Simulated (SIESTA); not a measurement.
Set up this calculation in SIESTA 5.4.2, as the native input.

| Quantity | Value |
| --- | --- |
| Task | band structure |
| Functional | LDA |
| Potentials or basis | PseudoDojo 0.4 standard (LDA files) |
| Basis | DZP (energy shift 0.003 Ry; two zetas on semicore shells) |
| Grid cutoff | 800 Ry |
| Energy shift | 0.003 Ry |
| k mesh | 8 × 8 × 5 |
| Occupations | fermi-dirac, width 0.05 eV |
| Spin | no spin polarisation |

HfO2:

```
CELL_PARAMETERS angstrom
3.55802 0.00000 0.00000
0.00000 3.55802 0.00000
0.00000 0.00000 5.17186
ATOMIC_POSITIONS crystal
Hf 0.00000 0.00000 0.00000
Hf 0.50000 0.50000 0.50000
O 0.00000 0.50000 0.19721
O 0.50000 0.00000 0.30279
O 0.50000 0.00000 0.80279
O 0.00000 0.50000 0.69721
```

Measurements of this composition are mostly on another form, of space group No. 14.

The input as run:

HfO2.fdf

```
SystemName                      HfO2
SystemLabel                     HfO2
NumberOfSpecies                 2
NumberOfAtoms                   6
%block ChemicalSpeciesLabel
  1  72 Hf
  2   8 O
%endblock ChemicalSpeciesLabel

LatticeConstant                 1.0 Ang
%block LatticeVectors
     3.5580193300     0.0000000000     0.0000000000
     0.0000000000     3.5580193300     0.0000000000
     0.0000000000     0.0000000000     5.1718612100
%endblock LatticeVectors
AtomicCoordinatesFormat         Fractional
%block AtomicCoordinatesAndAtomicSpecies
     0.0000000000     0.0000000000     0.0000000000  1  Hf
     0.5000000000     0.5000000000     0.5000000000  1  Hf
     0.0000000000     0.5000000000     0.1972078800  2  O
     0.5000000000     0.0000000000     0.3027921200  2  O
     0.5000000000     0.0000000000     0.8027921200  2  O
     0.0000000000     0.5000000000     0.6972078800  2  O
%endblock AtomicCoordinatesAndAtomicSpecies

%block kgrid.MonkhorstPack
    8   0   0  0.0
    0   8   0  0.0
    0   0   5  0.0
%endblock kgrid.MonkhorstPack
XC.Functional                   LDA
XC.Authors                      PW92
PAO.BasisSize                   DZP
PAO.EnergyShift                 0.003 Ry
Mesh.Cutoff                     800 Ry
OccupationFunction              FD
ElectronicTemperature           0.05 eV
MaxSCFIterations                120
SCF.MustConverge                false
SCF.Mixer.Method                Pulay
SCF.Mixer.Weight                0.25
SCF.Mixer.History               8
SCF.DM.Tolerance                5.0e-05
SCF.H.Tolerance                 1.0e-03 eV
WriteForces                     true
Charge.Mulliken                 end
BandLinesScale                  ReciprocalLatticeVectors
%block BandLines
    1    0.000000   0.000000   0.000000  \Gamma
    9    0.000000   0.500000   0.000000  X
    9    0.500000   0.500000   0.000000  M
   13    0.000000   0.000000   0.000000  \Gamma
    6    0.000000   0.000000   0.500000  Z
    9    0.000000   0.500000   0.500000  R
    9    0.500000   0.500000   0.500000  A
   13    0.000000   0.000000   0.500000  Z
    1    0.000000   0.500000   0.000000  X
    6    0.000000   0.500000   0.500000  R
    1    0.500000   0.500000   0.000000  M
    6    0.500000   0.500000   0.500000  A
%endblock BandLines
%block PAO.Basis
  Hf 5
  n=5 0 2
    3.241 0.000
  n=6 0 2
    8.098 0.000
  n=5 1 2
    3.929 0.000
  n=6 1 1
    8.098
  n=5 2 2
    7.811 0.000
%endblock PAO.Basis
```

Potentials or basis: PseudoDojo 0.4 standard (LDA files), DZP (energy shift 0.003 Ry; two zetas on semicore shells).

The run is started by

```sh
$ siesta HfO2.fdf > HfO2.out 2>&1
```

Results of the run:

```yaml
Pressure: -3.4 GPa
Largest_force: 0.158 eV/Å
Band_gap_on_the_k_mesh: 4.44 eV, indirect (least direct gap 4.51 eV)
Band_gap_along_the_path: 4.43 eV, indirect (least direct gap 4.51 eV)
```

Caveat: short orbitals over semicore shells can move pressures by several GPa; spin-orbit coupling is left out, which moves the levels of the heavy elements; the basis of atomic orbitals isn't converged, which shifts pressures, moduli and gaps.

It took 3.7 min on 1 thread of AMD EPYC 7R43 64-Core Processor (Zen 3) (shared host), peak memory 0.52 GiB.
